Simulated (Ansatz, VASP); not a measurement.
CaO: VASP beside Ansatz

```
Ca O
1.0
     0.00000    2.44900    2.44900
     2.44900    0.00000    2.44900
     2.44900    2.44900    0.00000
Ca O
1 1
Direct
  0.93620 0.06380 0.06380
  0.50000 0.50000 0.50000
```

Change from the starting cell: all Ca atoms moved +0.312 Å, as atom 1 along Cartesian [1 0 0].

Alike in both runs: task single point; functional LDA; k mesh 8 × 8 × 8; occupations gaussian, width 0.05 eV; no spin polarisation.

|  | VASP | Ansatz |
| --- | --- | --- |
| version | VASP 6.6.1 | Ansatz 0.2.0 |
| potentials or method | VASP PAW LDA potentials, release 64 (Ca_sv, O) | scalar-relativistic, plane waves, PAW |
| plane-wave cutoff (eV) | 520 | 420 |
| valence electrons in the cell | 16 | 16 |

```tsv
	VASP	Ansatz	Ansatz less VASP
gap on the k mesh at the Fermi level (eV)	3.74	3.76	+0.025
least direct gap on the mesh (eV)	3.95	3.97	+0.025
pressure (GPa)	-7.3	-8.0	-0.69
largest component of the traceless stress (GPa)	7.95	7.60	-0.347
rms of the force components (eV/Å)	0.644	0.610	-0.0342
```

Atom by atom the forces differ by 0.034 eV/Å (rms over components).

Caveats: forces of over 1 eV/Å show positions far from the minimum, so gaps and moduli don't describe the material at rest. A k mesh can miss the band edges.
